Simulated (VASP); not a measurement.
# CrCuO2 (R-3m) in VASP: notebook

The runs below take CrCuO2 through relaxation of cell and atoms, with PBE.

Everything below comes from runs of VASP 6.6.1. Logs are shortened: lines on timing, memory, paths and dates and some standing lists are left out, and cuts for length are marked.

**1. The crystal as given**

It takes space group R-3m (No. 166, trigonal). The conventional cell has a = 2.973 Å, b = 2.973 Å, c = 17.100 Å, α = 90.00°, β = 90.00°, γ = 120.00°. Around Cr (site symmetry -3m) lie 6 O at 1.99 Å. Cu (site symmetry -3m) is surrounded by 2 O at 1.85 Å. O (site symmetry 3m) has 1 Cu at 1.85 Å and 3 Cr at 1.99 Å as nearest neighbours.

**2. Relaxation of cell and atoms, PBE, collinear spin, ferromagnetic start**

File INCAR:

```
  PREC = Accurate
  ENCUT = 600
  EDIFF = 1E-6
  ISMEAR = -1
  SIGMA = 0.05
  LREAL = False
  LASPH = True
  NELM = 150
  ALGO = Normal
  ISIF = 3
  LWAVE = False
  LCHARG = False
  ISPIN = 2
  MAGMOM = 3 0 0 0
  LORBIT = 11
  LMAXMIX = 4
  GGA = PE
  IBRION = 2
  NSW = 60
  EDIFFG = -0.005
  KPAR = 8
```

File KPOINTS:

```
Automatic mesh
0
Gamma
  8 8 8
```

File POSCAR:

```
CrCuO2
1.0
    1.4867000000      0.8583466452      5.7000000000
   -1.4867000000      0.8583466452      5.7000000000
    0.0000000000     -1.7166932904      5.7000000000
Cr Cu O
1 1 2
Direct
    0.5000000000      0.5000000000      0.5000000000
    0.0000000000      0.0000000000      0.0000000000
    0.1079200000      0.1079200000      0.1079200000
    0.8920800000      0.8920800000      0.8920800000
```

Potentials or basis: VASP PAW PBE potentials, release 64 (Cr_pv, Cu, O).

Launch:

```bash
$ cat potpaw_PBE.64/Cr_pv/POTCAR potpaw_PBE.64/Cu/POTCAR potpaw_PBE.64/O/POTCAR > POTCAR
$ mpirun -np 8 vasp_std > vasp.out
```

OUTCAR:

```text
PREC = Accurate
   ENCUT = 600
   EDIFF = 1E-6
   ISMEAR = -1
   LREAL = False
   LASPH = True
   NELM = 150
   ISIF = 3
   ISPIN = 2
   LORBIT = 11
   GGA = PE
   IBRION = 2
   NSW = 60
   EDIFFG = -0.005

 ion  position               nearest neighbor table
   1  0.500  0.500  0.500-   3 1.99   4 1.99   3 1.99   3 1.99   4 1.99   4 1.99
   2  0.000  0.000  0.000-   3 1.85   4 1.85
   3  0.108  0.108  0.108-   2 1.85   1 1.99   1 1.99   1 1.99
   4  0.892  0.892  0.892-   2 1.85   1 1.99   1 1.99   1 1.99

  LATTYP: Found a trigonal (rhomboedric) cell.
 ALAT       =     5.9529014651
 COS(alpha) =     0.8752561078

  Lattice vectors:

 A1 = (   1.4867000000,   0.8583466452,   5.7000000000)
 A2 = (  -1.4867000000,   0.8583466452,   5.7000000000)
 A3 = (   0.0000000000,  -1.7166932904,   5.7000000000)

Analysis of symmetry for initial positions (statically):
=====================================================================
 Subroutine PRICEL returns:
 Original cell was already a primitive cell.

 Routine SETGRP: Setting up the symmetry group for a
 trigonal (rhombohedral) supercell.

 Subroutine GETGRP returns: Found 12 space group operations
 (whereof 12 operations were pure point group operations)
 out of a pool of 12 trial point group operations.

The static configuration has the point symmetry D_3d.

Analysis of symmetry for dynamics (positions and initial velocities):
=====================================================================
 Subroutine PRICEL returns:
 Original cell was already a primitive cell.

 Routine SETGRP: Setting up the symmetry group for a
 trigonal (rhombohedral) supercell.

 Subroutine GETGRP returns: Found 12 space group operations
 (whereof 12 operations were pure point group operations)
 out of a pool of 12 trial point group operations.

The dynamic configuration has the point symmetry D_3d.

Analysis of structural, dynamic, and magnetic symmetry:
=====================================================================
 Subroutine PRICEL returns:
 Original cell was already a primitive cell.

 Routine SETGRP: Setting up the symmetry group for a
 trigonal (rhombohedral) supercell.

 Subroutine GETGRP returns: Found 12 space group operations
 (whereof 12 operations were pure point group operations)
 out of a pool of 12 trial point group operations.

The overall configuration has the point symmetry D_3d.

 Subroutine INISYM returns: Found 12 space group operations
 (whereof 12 operations are pure point group operations),
 and found     1 'primitive' translations

----------------------------------------------------------------------------------------

                                     Primitive cell

  volume of cell :      43.6428

  direct lattice vectors                    reciprocal lattice vectors
     1.486700000  0.858346645  5.700000000     0.336315329  0.194171746  0.058479532
    -1.486700000  0.858346645  5.700000000    -0.336315329  0.194171746  0.058479532
     0.000000000 -1.716693290  5.700000000     0.000000000 -0.388343492  0.058479532

  length of vectors
     5.952901465  5.952901465  5.952901465     0.392721941  0.392721941  0.392721941

  position of ions in fractional coordinates (direct lattice)
     0.500000000  0.500000000  0.500000000
     0.000000000  0.000000000  0.000000000
     0.107920000  0.107920000  0.107920000
     0.892080000  0.892080000  0.892080000

  ion indices of the primitive-cell ions
   primitive index   ion index
                 1           1
                 2           2
                 3           3
                 4           4

----------------------------------------------------------------------------------------

 KPOINTS: Automatic mesh

Automatic generation of k-mesh.
 Grid dimensions read from file:
 generate k-points for:    8    8    8

 Generating k-lattice:

  Cartesian coordinates                     Fractional coordinates (reciprocal lattice)
     0.042039416  0.024271468  0.007309942     0.125000000 -0.000000000  0.000000000
    -0.042039416  0.024271468  0.007309942    -0.000000000  0.125000000  0.000000000
     0.000000000 -0.048542936  0.007309942     0.000000000  0.000000000  0.125000000

  Length of vectors
     0.049090243  0.049090243  0.049090243

  Shift w.r.t. Gamma in fractional coordinates (k-lattice)
     0.000000000  0.000000000  0.000000000

 Subroutine IBZKPT returns following result:
 ===========================================

 Found     65 irreducible k-points:

 Following reciprocal coordinates:
            Coordinates               Weight
  0.000000  0.000000  0.000000      1.000000
  0.125000  0.000000  0.000000      6.000000
  0.250000  0.000000  0.000000      6.000000
  0.375000  0.000000  0.000000      6.000000
  0.500000  0.000000  0.000000      3.000000
  0.125000  0.125000  0.000000      6.000000
[... 16 lines left out ...]
  0.250000  0.125000  0.125000      6.000000
  0.375000  0.125000  0.125000      6.000000
 [... further k-points ...]
   k-points           NKPTS =     65   k-points in BZ     NKDIM =     65   number of bands    NBANDS=     23
   number of dos      NEDOS =    301   number of ions     NIONS =      4
   total plane-waves  NPLWV = 110592
   dimension x,y,z NGX =    48 NGY =   48 NGZ =   48
   dimension x,y,z NGXF=    96 NGYF=   96 NGZF=   96
   ions per type =               1   1   2
   NGX,Y,Z   is equivalent  to a cutoff of  13.40, 13.40, 13.40 a.u.
   NGXF,Y,Z  is equivalent  to a cutoff of  26.81, 26.81, 26.81 a.u.
 SYSTEM =  unknown system
   PREC   = accura    normal or accurate (medium, high low for compatibility)
   ISTART =      0    job   : 0-new  1-cont  2-samecut
   ICHARG =      2    charge: 1-file 2-atom 10-const
   ISPIN  =      2    spin polarized calculation?
   LNONCOLLINEAR =      F non collinear calculations
   LSORBIT =      F    spin-orbit coupling
   LASPH  =      T    aspherical Exc in radial PAW
   ENCUT  =  600.0 eV  44.10 Ry    6.64 a.u.  11.89 11.89 11.89*2*pi/ulx,y,z
   NELM   =    150;   NELMIN=  2; NELMDL= -5     # of ELM steps
   EDIFF  = 0.1E-05   stopping-criterion for ELM
   LREAL  =      F    real-space projection
   EDIFFG = -.5E-02   stopping-criterion for IOM
   NSW    =     60    number of steps for IOM
   IBRION =      2    ionic relax: 0-MD 1-quasi-New 2-CG
   NFREE  =      1    steps in history (QN), initial steepest desc. (CG)
   ISIF   =      3    stress and relaxation
   ISYM   =      2    0-nonsym 1-usesym 2-fastsym
   POTIM  = 0.5000    time-step for ionic-motion
   TEBEG  =    0.0;   TEEND  =   0.0 temperature during run
   PSTRESS=    0.0 pullay stress
   NELECT =      35.0000    total number of electrons
   NUPDOWN=      -1.0000    fix difference up-down
   EMIN   =  10.00;   EMAX   =-10.00  energy-range for DOS
   EFERMI =   0.00;   METHOD = LEGACY
   ISMEAR =    -1;   SIGMA  =   0.05  broadening in eV -4-tet -1-fermi 0-gaus
   EFERMI_NEDOS =   21; number of points for ismear=-14 and -15
   IALGO  =     38    algorithm
   IMIX   =      4    mixing-type and parameters
     AMIX     =   0.40;   BMIX     =  1.00
     AMIX_MAG =   1.60;   BMIX_MAG =  1.00
  volume/ion in A,a.u.               =      10.91        73.63
  Fermi-wavevector in a.u.,A,eV,Ry     =   1.520992  2.874257 31.475925  2.313415
  Thomas-Fermi vector in A             =   2.629767
   LORBIT       =     11    0 simple, 1 ext, 2 COOP (PROOUT), +10 PAW based schemes
   GGA     = PE    functional components
   LHFCALC =     F    Hartree Fock is set to
   AEXX    =    0.0000 exact exchange contribution
   IVDW    =     0    specifies the selected vdW correction
   LEPSILON=     F    determine dielectric tensor
   LRPA    =     F    only Hartree local field effects (RPA)
 conjugate gradient relaxation of ions
 spin polarized calculation
  energy-cutoff  :      600.00
  volume of cell :       43.64
 maximum number of plane-waves:      1474
   NGX = 23   NGY = 23   NGZ = 23

--------------------------------------- Ionic step        1  -------------------------------------------

 number of electron      34.9999997 magnetization       3.0000173

 Free energy of the ion-electron system (eV)
  ---------------------------------------------------
  ext. energy  EPLUGINS =         0.00000000
  ---------------------------------------------------
  free energy    TOTEN  =       -28.88792393 eV

  energy without entropy =      -28.88792333  energy(sigma->0) =      -28.88792363

------------------------ aborting loop because EDIFF is reached ----------------------------------------

  FORCE on cell =-STRESS in cart. coord.  units (eV):
  Direction    XX          YY          ZZ          XY          YZ          ZX
  --------------------------------------------------------------------------------------
  -------------------------------------------------------------------------------------
  Total        1.2431763      1.2431763      1.3319101     -0.0000000      0.0000000     -0.0000000
  in kB       45.6384786     45.6384786     48.8959986     -0.0000000      0.0000000     -0.0000000
  external PRESSURE =      46.7243186 kB  Pullay stress =       0.0000000 kB
[... 95 lines left out ...]
  FREE ENERGIE OF THE ION-ELECTRON SYSTEM (eV)
  ---------------------------------------------------
  free  energy   TOTEN  =       -28.9041713393 eV

  energy  without entropy=      -28.9041708498  energy(sigma->0) =      -28.90417109

[... ionic steps 4 to 9 ...]

--------------------------------------- Ionic step       10  -------------------------------------------

 number of electron      34.9999994 magnetization       2.9999997

------------------------ aborting loop because EDIFF is reached ----------------------------------------
[... 71 lines left out ...]
--------------------------------------- Ionic step       12  -------------------------------------------

 number of electron      34.9999994 magnetization       2.9999997

 Free energy of the ion-electron system (eV)
  ---------------------------------------------------
  ext. energy  EPLUGINS =         0.00000000
  ---------------------------------------------------
  free energy    TOTEN  =       -28.90666399 eV

  energy without entropy =      -28.90666356  energy(sigma->0) =      -28.90666378

 E-fermi :   6.2917     XC(G=0): -11.4269

 val. band max:        5.6954517759   @ k =  -0.3750   0.3750   0.0000
 cond. band min:       6.8860329417   @ k =   0.3750   0.3750   0.0000
 fundamental gap:      1.1905811659
 Fermi energy:         6.2917054682

 spin component 1

 k-point     1 :       0.0000    0.0000    0.0000
  band No.  band energies     occupation
      1     -38.6506      1.00000
      2     -38.6011      1.00000
      3     -38.6011      1.00000
      4     -14.3834      1.00000
      5     -12.9099      1.00000
      6      -2.3121      1.00000
[... 613 lines left out ...]
     22       8.4056      0.00000
     23      11.1444      0.00000

 [... further k-points ...]

 spin component 2

 k-point     1 :       0.0000    0.0000    0.0000
  band No.  band energies     occupation
      1     -35.6997      1.00000
      2     -35.6997      1.00000
      3     -35.6627      1.00000
      4     -14.3053      1.00000
      5     -12.8781      1.00000
      6      -1.9738      1.00000
[... 646 lines left out ...]
  FREE ENERGIE OF THE ION-ELECTRON SYSTEM (eV)
  ---------------------------------------------------
  free  energy   TOTEN  =       -28.9066639947 eV

  energy  without entropy=      -28.9066635642  energy(sigma->0) =      -28.90666378

 reached required accuracy - stopping structural energy minimisation

 total charge

# of ion       s       p       d       tot
------------------------------------------
    1        0.287   6.328   4.069  10.684
    2        0.421   0.301   9.216   9.938
    3        1.550   3.490   0.000   5.039
    4        1.550   3.490   0.000   5.039
--------------------------------------------------
tot          3.808  13.608  13.285  30.701

 magnetization (x)

# of ion       s       p       d       tot
------------------------------------------
    1        0.030   0.027   2.787   2.844
    2        0.018   0.008   0.001   0.027
    3       -0.001  -0.006   0.000  -0.008
    4       -0.001  -0.006   0.000  -0.008
--------------------------------------------------
tot          0.046   0.022   2.788   2.856
```

Run time: 12 min. Hardware: 8 MPI ranks of Intel Xeon Platinum 8559C (Emerald Rapids), shared host; peak memory 0.52 GiB.

Results:

| Property | Result |
| --- | --- |
| Free energy | -28.9067 eV |
| Relaxed volume | 11.24 Å³/atom |
| Relaxed cell | a = 5.976 Å, b = 5.976 Å, c = 5.976 Å, α = 29.21°, β = 29.21°, γ = 29.21° |
| Space group after relaxing (to 0.05 Å) | R-3m (No. 166) |
| Energy gained by relaxing | 4.7 meV/atom |
| Ionic steps | 12 |
| Pressure after relaxing | 0.0 GPa |
| Band gap on the k mesh | 1.19 eV, indirect (least direct gap 1.43 eV) |
| Net moment | 3.00 μB per cell |
| Site moments | Cr +2.84; Cu +0.03; O -0.01 μB |
| Valence electrons inside the program's atomic spheres | Cr 10.68; Cu 9.94; O 5.04 |

Forces in eV/Å, atoms in the order of the input:
```
Cr   0.000  0.000  0.000
Cu   0.000  0.000  0.000
O    0.000  0.000  0.002
O    0.000  0.000 -0.002
```

The path:
| step | energy change (eV) | largest force (eV/Å) | pressure (GPa) | volume (Å³) |
| --- | --- | --- | --- | --- |
| 1 | 0.0000 | 0.0462 | 4.67 | 43.64 |
| 2 | -0.0069 | 0.1087 | -3.27 | 45.68 |
| 3 | -0.0162 | 0.0817 | 0.00 | 44.78 |
| 4 | -0.0181 | 0.0488 | -0.04 | 44.87 |
| 5 | -0.0187 | 0.0247 | -0.03 | 44.94 |
| 6 | -0.0187 | 0.0198 | 0.10 | 44.95 |
| 7 | -0.0187 | 0.0083 | -0.02 | 44.99 |
| 8 | -0.0187 | 0.0176 | -0.02 | 44.96 |
| 9 | -0.0187 | 0.0186 | 0.00 | 44.96 |
| 10 | -0.0187 | 0.0167 | -0.15 | 44.97 |
| 11 | -0.0187 | 0.0036 | -0.06 | 44.96 |
| 12 | -0.0187 | 0.0025 | 0.00 | 44.96 |

Final structure:
```
Cr Cu O
1.0
     1.50682    0.86996    5.71679
    -1.50682    0.86996    5.71679
     0.00000   -1.73992    5.71679
Cr Cu O
1 1 2
Cartesian
  0.0000 0.0000 8.5752
  0.0000 0.0000 0.0000
  0.0000 0.0000 1.8600
  0.0000 0.0000 15.2903
```

Caveat: only a ferromagnetic start was run, and an antiferromagnetic order may lie lower in energy.

(Continued in part 2 of 2.)
